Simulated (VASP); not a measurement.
## MnF2: band structure with PBE

Crystal: MnF2.

```
Mn F
1.0
     4.87380    0.00000    0.00000
     0.00000    4.87380    0.00000
     0.00000    0.00000    3.31070
Mn F
2 4
Direct
  0.50000 0.50000 0.50000
  0.00000 0.00000 0.00000
  0.80530 0.19470 0.50000
  0.69470 0.69470 0.00000
  0.19470 0.80530 0.50000
  0.30530 0.30530 0.00000
```

```json
{"Program": "VASP 6.6.1", "Task": "band structure", "Functional": "PBE", "Potentials or basis": "VASP PAW PBE potentials, release 64 (Mn, F)", "Cutoff": "500 eV", "k mesh": "6 × 6 × 8", "Occupations": "fermi-dirac, width 0.05 eV", "Spin": "collinear spin, ferromagnetic start", "Starting moments": "[4.0, 4.0, 0.0, 0.0, 0.0, 0.0] μB", "Further INCAR settings": "ALGO = Fast; EDIFF = 1e-07"}
```

```yaml
Pressure: 3.2 GPa
Largest_force: 0.041 eV/Å
Band_gap_on_the_k_mesh: 1.17 eV, direct
Band_gap_along_the_path: 1.17 eV, direct
Net_moment: 10.00 μB per cell
Site_moments: Mn +4.58; F +0.09 μB
Valence_electrons_inside_the_program's_atomic_spheres: Mn 5.30; F 6.11
```

Forces on the atoms (eV/Å):
```
Mn   0.000  0.000  0.000
Mn   0.000  0.000  0.000
F   -0.029  0.029  0.000
F    0.029  0.029  0.000
F    0.029 -0.029  0.000
F   -0.029 -0.029  0.000
```

Stress tensor (GPa, compression positive):
```
3.08 0.00 0.00
0.00 3.08 0.00
0.00 0.00 3.44
```

Levels at the corners of the path, in eV from the valence-band top:
Spin up:
| point | band 22 | band 23 | band 24 | band 25 | band 26 | band 27 | band 28 | band 29 |
| --- | --- | --- | --- | --- | --- | --- | --- | --- |
| Γ | -1.78 | -1.57 | -0.56 | -0.56 | 0.00 | 1.17 | 6.52 | 6.52 |
| X | -1.96 | -0.81 | -0.81 | -0.68 | -0.68 | 3.52 | 3.52 | 7.83 |
| X | -1.96 | -0.81 | -0.81 | -0.68 | -0.68 | 3.52 | 3.52 | 7.83 |
| M | -1.90 | -1.12 | -1.12 | -0.57 | -0.57 | 5.00 | 5.00 | 5.59 |
| M | -1.90 | -1.12 | -1.12 | -0.57 | -0.57 | 5.00 | 5.00 | 5.59 |
| Γ | -1.78 | -1.57 | -0.56 | -0.56 | 0.00 | 1.17 | 6.52 | 6.52 |
| Γ | -1.78 | -1.57 | -0.56 | -0.56 | 0.00 | 1.17 | 6.52 | 6.52 |
| Z | -1.86 | -1.25 | -1.25 | -1.00 | -1.00 | 5.76 | 5.76 | 9.68 |
| Z | -1.86 | -1.25 | -1.25 | -1.00 | -1.00 | 5.76 | 5.76 | 9.62 |
| R | -1.81 | -1.67 | -1.67 | -0.32 | -0.32 | 6.89 | 6.91 | 6.94 |
| R | -1.81 | -1.67 | -1.67 | -0.32 | -0.32 | 6.89 | 6.91 | 6.94 |
| A | -1.97 | -1.27 | -1.27 | -0.83 | -0.83 | 6.82 | 6.82 | 7.96 |
| A | -1.97 | -1.27 | -1.27 | -0.83 | -0.83 | 6.82 | 6.82 | 7.96 |
| Z | -1.86 | -1.25 | -1.25 | -1.00 | -1.00 | 5.76 | 5.76 | 9.65 |
| X | -1.96 | -0.81 | -0.81 | -0.68 | -0.68 | 3.52 | 3.52 | 7.83 |
| R | -1.81 | -1.67 | -1.67 | -0.32 | -0.32 | 6.89 | 6.90 | 6.94 |
| M | -1.90 | -1.12 | -1.12 | -0.57 | -0.57 | 5.00 | 5.00 | 5.59 |
| A | -1.97 | -1.27 | -1.27 | -0.83 | -0.83 | 6.82 | 6.82 | 7.96 |
Spin down:
```csv
point,band 14,band 15,band 16,band 17,band 18,band 19
Γ,-4.63,-4.63,-4.34,1.72,1.75,2.14
X,-5.42,-4.67,-4.67,1.92,1.92,2.35
X,-5.42,-4.67,-4.67,1.92,1.92,2.35
M,-5.07,-4.99,-4.99,1.79,1.79,2.24
M,-5.07,-4.99,-4.99,1.79,1.79,2.24
Γ,-4.63,-4.63,-4.34,1.72,1.75,2.14
Γ,-4.63,-4.63,-4.34,1.72,1.75,2.14
Z,-5.25,-5.04,-5.04,2.15,2.15,2.25
Z,-5.25,-5.04,-5.04,2.15,2.15,2.25
R,-5.10,-4.84,-4.84,1.88,1.88,2.29
R,-5.10,-4.84,-4.84,1.88,1.88,2.29
A,-4.82,-4.74,-4.74,2.13,2.13,2.23
A,-4.82,-4.74,-4.74,2.13,2.13,2.23
Z,-5.25,-5.04,-5.04,2.15,2.15,2.25
X,-5.42,-4.67,-4.67,1.92,1.92,2.35
R,-5.10,-4.84,-4.84,1.88,1.88,2.29
M,-5.07,-4.99,-4.99,1.79,1.79,2.24
A,-4.82,-4.74,-4.74,2.13,2.13,2.23
```

It took 3.7 min on 1 thread of Intel(R) Xeon(R) 6975P-C (Granite Rapids), with other jobs on the host, peak memory 0.4 GiB.

Caveat: only a ferromagnetic start was run, and an antiferromagnetic order may lie lower in energy. A hybrid or GW would open this gap; PBE tends to underestimate it.
